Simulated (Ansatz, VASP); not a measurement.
**Sb: VASP beside Ansatz**

```
Sb
1.0
     3.16000    0.00000    0.00000
     0.00000    3.16000    0.00000
     0.00000    0.00000    3.16000
Sb
1
Cartesian
  0.0000 0.0000 0.0000
```

Alike in both runs: task electric field gradients; functional PBEsol; k mesh 13 × 13 × 13; occupations fermi-dirac, width 0.05 eV; no spin polarisation.

|  | VASP | Ansatz |
| --- | --- | --- |
| version | VASP 6.6.1 | Ansatz 0.2.0 |
| potentials or method | VASP PAW PBE potentials, release 64 (Sb), cutoff 520 eV | all-electron PAW with datasets made for the crystal, scalar-relativistic |

```csv
,VASP,Ansatz,Ansatz less VASP
pressure (GPa),-4.9,-4.9,-0.03
Vzz of the field gradient on the site that differs most (V/Å²),0.0,0.0,0.00
```

Ansatz ran all-electron here, so the differences hold the error of VASP's frozen core and of both bases. Ansatz warned: «gradients_without_spin_orbit».

Caveats: the PAW data sets were made with another functional, which shifts forces and pressure a little (VASP). Spin-orbit coupling is left out, which matters for the levels of Sb.
